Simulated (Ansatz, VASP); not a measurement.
# Ge: VASP beside Ansatz

File INCAR:

```
SYSTEM = Ge
  PREC = Accurate
  ENCUT = 520
  EDIFF = 1E-6
  ISMEAR = -1
  SIGMA = 0.05
  LREAL = .FALSE.
  LASPH = .TRUE.
  NELM = 60
  ALGO = Normal
  ISIF = 2
  LWAVE = .FALSE.
  LCHARG = .FALSE.
  GGA = PE
  NBANDS = 13
```

KPOINTS

```
regular mesh
0
G
  11 11 10
  0 0 0
```

File POSCAR:

```
Ge
1.0
    1.3670230000     -2.6325480000      0.0133260000
    1.3600710000      2.6288130000      0.0077580000
    0.0203590000     -0.0028880000      2.7331880000
Ge
1
Direct
    0.5176120000      0.5148350000     -0.0070280000
```

input.yaml

```yaml
crystal:
  lattice:
    - [1.367023, -2.632548, 0.013326]
    - [1.360071, 2.628813, 0.007758]
    - [0.020359, -0.002888, 2.733188]
  atoms:
    - { symbol: Ge, position: [0.517612, 0.514835, -0.007028] }
kpoints:
  mp_grid: { grid: [11, 11, 10] }
scf:
  occupations: { method: fermi_dirac, width: 0.05 }
hamiltonian:
  xc: pbe
  pseudopotentials: { kind: all_electron, lapw: { basis_error: 0.001 } }
output:
  forces: true
  stress: true
  eigenvalues: true
  populations: true
```

Change from the starting cell: cell strained at random at fixed volume.

Alike in both runs: task single point; functional PBE; k mesh 11 × 11 × 10; occupations fermi-dirac, width 0.05 eV; no spin polarisation.

|  | VASP | Ansatz |
| --- | --- | --- |
| version | VASP 6.6.1 | Ansatz 0.2.0 |
| potentials or method | VASP PAW PBE potentials, release 64 (Ge_d) | all-electron LAPW, scalar-relativistic |
| plane-wave cutoff (eV) | 520 | see its input |

```tsv
	VASP	Ansatz	Ansatz less VASP
gap on the k mesh at the Fermi level (eV)	none	none	-
pressure (GPa)	-0.4	-0.2	+0.22
largest component of the traceless stress (GPa)	4.20	4.20	-0.006
```

A gap of «none» marks a metal or a gap that the smearing closes. Ansatz ran all-electron here, so the differences hold the error of VASP's frozen core and of both bases.
